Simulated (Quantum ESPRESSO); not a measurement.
The system is SiC (Moissanite).

```
Si C
1.0
     3.07600    0.00000    0.00000
    -1.53800    2.66389    0.00000
     0.00000    0.00000    5.04800
Si C
2 2
Cartesian
  1.5380 0.8880 2.5240
  0.0000 1.7759 0.0000
  1.5380 0.8880 4.4675
  0.0000 1.7759 1.9435
```

| Quantity | Value |
| --- | --- |
| Program | Quantum ESPRESSO 7.5 |
| Task | relaxation of cell and atoms |
| Functional | PW86PBE |
| Dispersion | D4 |
| Potentials or basis | PseudoDojo 0.4.1 SR PBE standard |
| Cutoff | 1116 eV |
| Density cutoff | 4463 eV |
| k mesh | 10 × 10 × 5 |
| Occupations | fermi-dirac, width 0.05 eV |
| Spin | no spin polarisation |

At the start: pressure 3.4 GPa; volume 10.34 Å³/atom.

Q: Where does the relaxation end?

A: Over 6 steps the energy falls by 10.5 meV/atom and the volume is 10.49 Å³/atom (+1.4 %); space group P6_3mc (No. 186, to 0.05 Å).

The path:
```tsv
step	energy change (eV)	largest force (eV/Å)	pressure (GPa)	volume (Å³)
1	0.0000	0.7506	3.35	41.36
2	-0.0275	0.4154	2.64	41.46
3	-0.0399	0.0645	1.64	41.64
4	-0.0405	0.0226	1.43	41.68
5	-0.0418	0.0310	0.50	41.86
6	-0.0421	0.0182	0.06	41.95
```

Final structure:
```
CELL_PARAMETERS angstrom
3.09047 0.00000 0.00000
-1.54524 2.67643 0.00000
0.00000 0.00000 5.07193
ATOMIC_POSITIONS crystal
Si 0.66667 0.33333 0.50449
Si 0.33333 0.66667 0.00449
C 0.66667 0.33333 0.88051
C 0.33333 0.66667 0.38051
```

Caveat: the potentials were made for another functional, which shifts forces and pressure.
